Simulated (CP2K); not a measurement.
The system is Ta.

```
CELL_PARAMETERS angstrom
2.87829 0.00000 0.00000
-1.08580 2.66277 0.00000
-0.95391 -1.34057 2.34800
ATOMIC_POSITIONS crystal
Ta 0.00000 0.00000 0.00000
```

Base run:

| Property | Result |
| --- | --- |
| Program | CP2K 2026.2 |
| Functional | PBE |
| Potentials or basis | POTENTIAL_UZH Ta GTH-SCAN-q13; DZVP-MOLOPT-SR-GTH basis |
| Density cutoff | 6123 eV |
| k mesh | 11 × 11 × 11 |
| Occupations | fermi-dirac, width 0.05 eV |
| Spin | no spin polarisation |

Its results: band gap on the k mesh none (metal or under the smearing width); pressure -3.5 GPa.

Question: The run is repeated on the same cell with these changes: potentials or basis from POTENTIAL_UZH Ta GTH-SCAN-q13; DZVP-MOLOPT-SR-GTH basis to GTH_POTENTIALS Ta GTH-PBE-q13; DZVP-MOLOPT-SR-GTH basis; potentials from Ta GTH-SCAN-q13 of POTENTIAL_UZH to Ta GTH-PBE-q13 of GTH_POTENTIALS. What comes out?

Answer: Band gap on the k mesh none (metal or under the smearing width); pressure 1.8 GPa.

Caveats: the basis of atomic orbitals isn't converged, which shifts pressures, moduli and gaps; the potentials were made for another functional, which shifts forces and pressure (some runs).
